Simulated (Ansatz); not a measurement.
# P: moving P off its site

P, P4/nmm, a = 9.200 Å, c = 7.400 Å. This isn't the element's structure at ambient conditions. Ansatz: PBEsol, PAW, 420 eV, Γ-centred 4×4×4 mesh on 4 atoms, Gaussian smearing 0.05 eV; collinear spin, largest moment 2.9 μB.

```
CELL_PARAMETERS angstrom
9.20000 0.00000 0.00000
0.00000 9.20000 0.00000
0.00000 0.00000 7.40000
ATOMIC_POSITIONS crystal
P 0.50000 0.50000 0.00000
P 0.00000 0.00000 0.00000
P 0.00000 0.50000 0.62500
P 0.50000 0.00000 0.37500
```

Atom 1 (P) moves by x along the unit vector (0.000, 1.000, 0.000), with its periodic images; all else is held. y is the free energy of the cell over the start, F the force along the path summed over the moved atoms. Symmetry makes y even in x.

| x (Å) | y (meV) | F (eV/Å) |
| --- | --- | --- |
| -0.600 | ? | ? |
| -0.300 | 0.26 | 0.00 |
| 0.000 | 0.00 | 0.00 |
| 0.150 | 0.06 | 0.00 |
| 0.450 | 0.62 | 0.00 |
| 0.525 | 0.87 | 0.00 |

**Question.** Fit y = c2 x² + c4 x⁴ to the energies of the other rows, give the force constant, and predict energy and force of the missing row.

**Answer.** Least squares on the rows shown. y = 2.764 x² + 1.435 x⁴. The force constant is 2 c2 = 0.00553 eV/Å² (for all images moving together, not for a lone atom). The force −dy/dx at the missing row is 0.00 eV/Å (computed 0.00). At x = -0.600 the fit asked for gives 1.18 meV. The run gave 1.17 meV, so the fit is 0.01 meV too high, a small miss on the scale of the series.